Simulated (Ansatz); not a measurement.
**ZnSe**

```
Zn Se
1.0
     0.00000    2.68362    2.68362
     2.68362    0.00000    2.68362
     2.68362    2.68362    0.00000
Zn Se
1 1
Direct
  0.00000 0.00000 0.00000
  0.50000 0.50000 0.50000
```

Atoms are numbered in the order listed.

The conventional cell has a = 5.367 Å, b = 5.367 Å, c = 5.367 Å, α = 90.00°, β = 90.00°, γ = 90.00°. Around Zn (atom 1) lie 6 Se at 2.68 Å. Se (atom 2) is surrounded by 6 Zn at 2.68 Å.

The structure comes from a relaxation in the same program, started in the rocksalt type, and has space group Fm-3m. Whether it is a known phase or the ground state wasn't checked.

All numbers are computed: DFT, PBE, all-electron LAPW, scalar-relativistic (Ansatz 0.2.0); DFT, PBE, PAW with Ansatz's default frozen-core files, scalar-relativistic (Ansatz 0.2.0).

For LAPW: a Γ-centred 13×13×13 k mesh, Fermi–Dirac smearing of 0.08 eV, basis error target 0.5 meV/atom, no spin polarisation. PAW takes a cutoff of 420 eV at this cell. The Ansatz runs share mesh, smearing and spin set-up. Values come from LAPW unless marked.

```
Band gap                                                                                                               : none: bands cross the Fermi level, a metal
Löwdin charges (with 0.20 e of the cell spilling out of the atomic basis, so their sizes and signs hang on that basis) : Zn1 1.18, Se2 -0.98 e
Volume per atom                                                                                                        : 19.33 Å³
Pressure at this cell                                                                                                  : 0.06 GPa
```

Question: Bader charges (from the PAW run): what does the calculation give?

Answer: Zn1 +0.78, Se2 -0.78 e.

Question: Predict this quantity. Density of states at the Fermi level (0.2 eV bin).

Answer: 0.25 states/eV per cell.
